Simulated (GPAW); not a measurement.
Write an ASE script for GPAW 26.7.0 that does the following.

| Quantity | Value |
| --- | --- |
| Task | equation of state |
| Functional | SCAN |
| Potentials or basis | GPAW PAW data sets (gpaw-data 1.2.1) |
| Cutoff | 600 eV |
| Basis | pw |
| k mesh | 6 × 6 × 6 |
| Occupations | fermi-dirac, width 0.05 eV |
| Spin | no spin polarisation |
| Maxiter | 150 |
| Eos scales | [0.94, 0.96, 0.98, 1.0, 1.02, 1.04, 1.06] |

The structure of PbSe (Clausthalite) lies in PbSe.xyz:

```xyz
2
Lattice="0.0000000000 3.0606500000 3.0606500000 3.0606500000 0.0000000000 3.0606500000 3.0606500000 3.0606500000 0.0000000000" Properties=species:S:1:pos:R:3 pbc="T T T"
Pb     0.0000000000      0.0000000000      0.0000000000
Se     3.0606500000      3.0606500000      3.0606500000
```

The input as run:

run.py

```python
from ase.eos import EquationOfState
from ase.io import Trajectory, read
from ase.units import GPa
from gpaw import GPAW, PW

atoms = read('PbSe.xyz')

traj = Trajectory('eos.traj', 'w')
volumes, energies = [], []
for x in [0.94, 0.96, 0.98, 1.0, 1.02, 1.04, 1.06]:
    a = atoms.copy()
    a.set_cell(atoms.cell * x**(1 / 3), scale_atoms=True)
    calc = GPAW(mode=PW(600),
                xc='MGGA_X_SCAN+MGGA_C_SCAN',
                kpts={'size': (6, 6, 6), 'gamma': True},
                occupations={'name': 'fermi-dirac', 'width': 0.05},
                nbands=19,
                convergence={'density': 1e-05, 'energy': 1e-05},
                maxiter=150,
                txt=f'eos-{x:.2f}.txt')
    a.calc = calc
    energies.append(a.get_potential_energy(force_consistent=True))
    volumes.append(a.get_volume())
    p = -a.get_stress()[:3].mean() / GPa
    calc.write(f'eos-{x:.2f}.gpw')
    traj.write(a)
    print(f'{x:.2f} {volumes[-1]:10.4f} A^3 {energies[-1]:14.6f} eV {p:9.3f} GPa', flush=True)

v0, e0, B = EquationOfState(volumes, energies, eos='birchmurnaghan').fit()
print(f'V0 = {v0:.4f} A^3, E0 = {e0:.6f} eV, B0 = {B / GPa:.2f} GPa')
```

Potentials or basis: GPAW PAW data sets (gpaw-data 1.2.1), pw.

The run is started by

```bash
$ OMP_NUM_THREADS=1 python run.py
```

Results of the run:

```
Equilibrium volume : 29.14 Å³/atom (rough: see the caveat)
Bulk modulus       : 52 GPa (rough)
```

Caveat: the points scatter about the fit; the PAW data sets were made with another functional, which shifts forces and pressure a little.

Wall time 3.9 min on 1 thread of Arm Neoverse V1, with other jobs on the host, peak memory 0.97 GiB.
